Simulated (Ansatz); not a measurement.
The system is CdSe.

```
CELL_PARAMETERS angstrom
0.00000 3.07027 3.07027
3.07027 0.00000 3.07027
3.07027 3.07027 0.00000
ATOMIC_POSITIONS crystal
Cd 0.00000 0.00000 0.00000
Se 0.25000 0.25000 0.25000
```

Measurements of this composition are mostly on another form, of space group No. 186.

A run of Ansatz 0.2.0 on this cell left the log below. Logs are shortened: lines on timing, memory, paths and dates and some standing lists are left out, and cuts for length are marked.

```text
Warning: RAYON_NUM_THREADS=1 ignored (pool sized by the plan → 1); use --threads N
LAPW: plane waves up to 7.826 Å⁻¹, error target 3.0e-3 eV per atom; small_component_spin mean_spin; Se in spheres of 1.269 Å, 24 of its electrons in bands, Dirac shells []; Cd in spheres of 1.390 Å, 20 of its electrons in bands, Dirac shells [] (how accurate: hamiltonian.pseudopotentials.lapw.basis_error, Limitations)
Engine: ansatz 0.2.0, aarch64-unknown-linux-gnu
Pseudopotentials: kind: all_electron
Pseudopotential: Cd, LAPW, valence charge 20, lapw/all_electron/scalar/gaussian/Cd, Koelling and Harmon's equation, gaussian nucleus
Pseudopotential: Se, LAPW, valence charge 24, lapw/all_electron/scalar/gaussian/Se, Koelling and Harmon's equation, gaussian nucleus
Functional definition: PBE
  parameter kappa = 0.804
  parameter beta = 0.06672455060314922
  exchange = pbe_x(kappa = kappa, mu = beta*pi^2/3)
  correlation = pbe_c(beta = beta)
Crystal: 2 atoms, lattice volume = 57.884 Å³
Basis set: ecut = 233.32855003286977 eV, 459 PW (Γ), exchange–correlation at level 2
Bands: 27, of which v1, the nominal top of the filled ones, is band 22 counted from 1 (21 counted from 0)
Symmetry: 24 space group operations
Space group: F-43m (ITA 216), of the structure as read, at distance tolerance 3.9e-5 Å
k-points: 4 of 27 (time reversal used)
Non-local potential: Cd, projectors of the file, none
Non-local potential: Se, projectors of the file, none
Initial density: superposition of atomic densities (chi_scale 0.1, normalization cell, long waves kept (reshape's long-wave potential 0.00 eV rms))
Initial wavefunctions: plane waves of lowest kinetic energy (no species holds an atomic orbital)
Functional: x = pbe(κ = 0.804, μ = 0.2195149727645171), c = pbe(β = 0.06672455060314922)
iter 1 solved again at ethr=2.67e-3 eV; its pass at ethr=1.00e-1 eV (dr2=1.17e0 eV) is discarded
SCF iter   1: F=—  HF=-218362.603949 eV  |F-HF|=—  |Δ(HF+E_count)|=         —  Δρ=3.04e-2  dr2=1.18e0  ethr=2.67e-3  ⟨swp⟩=2.0  Hψ=677  notcnv=0
preconditioner: auto → none  [insulator: Δε(μ)=1.059 eV  Ē_g=12.338 eV  σ=0.040 eV  W_gap=1.00  n_scr=14 (ndim 8)  ℏωp=20.7 eV  f_vac=0.228  D(μ)=0.00/eV (n_scr^D=0)  ε∞_Penn≈3.8]
iter 2 solved again at ethr=4.98e-5 eV; its pass at ethr=2.67e-3 eV (dr2=2.19e-2 eV) is discarded
SCF iter   2: F=—  HF=-218362.199265 eV  |F-HF|=—  |Δ(HF+E_count)|=   4.05e-1  Δρ=7.46e-3  dr2=2.19e-2  ethr=4.98e-5  ⟨swp⟩=2.0  Hψ=568  notcnv=0
SCF iter   3: F=—  HF=-218362.163631 eV  |F-HF|=—  |Δ(HF+E_count)|=   3.56e-2  Δρ=4.39e-3  dr2=1.27e-2  ethr=4.98e-5  ⟨swp⟩=3.0  Hψ=341  notcnv=0
SCF iter   4: F=—  HF=-218362.163792 eV  |F-HF|=—  |Δ(HF+E_count)|=   1.60e-4  Δρ=1.53e-3  dr2=1.48e-3  ethr=2.88e-5  ⟨swp⟩=2.0  Hψ=316  notcnv=0
SCF iter   5: F=—  HF=-218362.164044 eV  |F-HF|=—  |Δ(HF+E_count)|=   2.53e-4  Δρ=2.22e-4  dr2=2.14e-5  ethr=3.36e-6  ⟨swp⟩=2.5  Hψ=316  notcnv=0
SCF iter   6: F=—  HF=-218362.164061 eV  |F-HF|=—  |Δ(HF+E_count)|=   1.68e-5  Δρ=5.37e-5  dr2=1.55e-6  ethr=4.86e-8  ⟨swp⟩=3.0  Hψ=319  notcnv=0
SCF iter   7: F=-218362.164066 eV  HF=-218362.164066 eV  |F-HF|=1.27e-7  |Δ(HF+E_count)|=   4.47e-6  Δρ=8.77e-6  dr2=3.74e-8  ethr=3.53e-9  ⟨swp⟩=3.0  Hψ=333  notcnv=0
SCF 1 converged in 7 iterations: F = -218362.164066 eV  dr2 = 3.74e-8
SCF converged after 7 iterations
Free energy (F): -218362.164066 eV
Harris-Foulkes:  -218362.164066 eV  (|F-HF|=1.27e-7)
Internal energy: -218362.163927 eV  (E = F + TS)
E sigma→0 (E₀):  -218362.163996 eV
Entropy (-TS):   -0.000139 eV (-0.069 meV/atom)
Fermi energy:    8.107030 eV
--- Per-component energies (eV) ---
  E_band       = -2104.247561
  E_kinetic    = 227171.568862
  E_xc         = -6606.034000
  E_electrostatic = -438927.698788  (all electrons and nuclei)
  E_smearing   = -0.000139  (= −TS)
  E_closure    = 0.000000  (closes the sum)
  E_atoms      = -218356.868614  (free atoms, spherical and without spin; not in F)
  Σ components = -218362.164066   (vs F -218362.164066, Δ=0.00e0)
  Basis errors (estimates in eV, not in F): energy 1.3e-3 per atom: plane waves 1.2e-3 (7.1e-4 summed), levels above the bands 2.9e-110, relativity 2.5e-7, radial functions 9.5e-5, core shells 4.9e-7; eigenvalues (radial functions only) 3.4e-6; not estimated: angular momenta, meshes, grids; target (lapw.basis_error) 3.0e-3; muffin-tin radii Se 1.269 Å, Cd 1.390 Å
--- Forces (eV/Å), atoms counted from 1 ---
  atom   1  Cd    -0.00000000     0.00000000     0.00000000
  atom   2  Se     0.00000000    -0.00000000     0.00000000
  max |Σ_I F_I| component: 3.70e-17 eV/Å
--- Stress (GPa, compression-positive) ---
        2.061452       0.000000      -0.000000
        0.000000       2.061452       0.000000
       -0.000000       0.000000       2.061452
  P = ⅓ Tr σ = 2.0615 GPa (20.615 kbar)
--- Band table (eV) ---
  k-point 0: bands = ["-198.9883", "-138.4546", "-138.4546", "-138.4546", "-93.8459", "-54.9145", "-54.9145", "-54.9145", "-38.6697", "-38.6697", "-38.6697", "-38.6667", "-38.6667", "-4.5827", "-0.0978", "-0.0978", "-0.0978", "0.2379", "0.2379", "7.8335", "7.8335", "7.8335", "8.3365", "13.7114", "13.7114", "13.7114", "17.4710"]
  k-point 1: bands = ["-198.9883", "-138.4546", "-138.4546", "-138.4546", "-93.8459", "-54.9146", "-54.9145", "-54.9145", "-38.6698", "-38.6698", "-38.6698", "-38.6667", "-38.6667", "-4.3193", "-0.0280", "-0.0280", "0.2473", "0.2473", "0.2696", "4.3989", "7.2794", "7.2794", "10.1535", "14.2723", "14.2723", "14.2999", "17.5819"]
  k-point 2: bands = ["-198.9883", "-138.4546", "-138.4546", "-138.4546", "-93.8459", "-54.9146", "-54.9145", "-54.9145", "-38.6699", "-38.6698", "-38.6698", "-38.6667", "-38.6667", "-4.2348", "0.0735", "0.0735", "0.0907", "0.2778", "0.3447", "4.5745", "6.4400", "6.4400", "11.2993", "11.6247", "15.7399", "16.3460", "16.3460"]
  k-point 3: bands = ["-198.9883", "-138.4546", "-138.4546", "-138.4546", "-93.8459", "-54.9146", "-54.9146", "-54.9145", "-38.6698", "-38.6698", "-38.6698", "-38.6667", "-38.6667", "-4.1483", "0.0352", "0.0758", "0.2051", "0.2510", "0.6456", "3.9539", "5.3767", "6.6038", "11.6348", "13.3349", "15.3554", "15.7324", "16.6658"]
```

Problem. Write the input and the command behind it.

Solution. Single point with PBE, no spin polarisation. The files as run (others can give the same):

input.yaml
```yaml
crystal:
  lattice:
    - [0.0, 3.0702711986, 3.0702711986]
    - [3.0702711986, 0.0, 3.0702711986]
    - [3.0702711986, 3.0702711986, 0.0]
  atoms:
    - { symbol: Cd, position: [0.0, 0.0, 0.0] }
    - { symbol: Se, position: [0.25, 0.25, 0.25] }
kpoints:
  mp_grid: { grid: [3, 3, 3] }
scf:
  occupations: { method: fermi_dirac, width: 0.04 }
hamiltonian:
  xc: pbe
  pseudopotentials: { kind: all_electron, lapw: { basis_error: 0.003 } }
output:
  forces: true
  stress: true
  eigenvalues: true
```

Potentials or basis: all-electron LAPW, scalar-relativistic.
Run with:
```bash
$ ansatz run input.yaml --threads 1 --pin off --max-ram 2560MiB --backend cpu --events-out ev --progress --plain --runs-dir out
```

Caveat: the k mesh is coarse (spacing up to 0.59 Å⁻¹), so the values aren't converged.
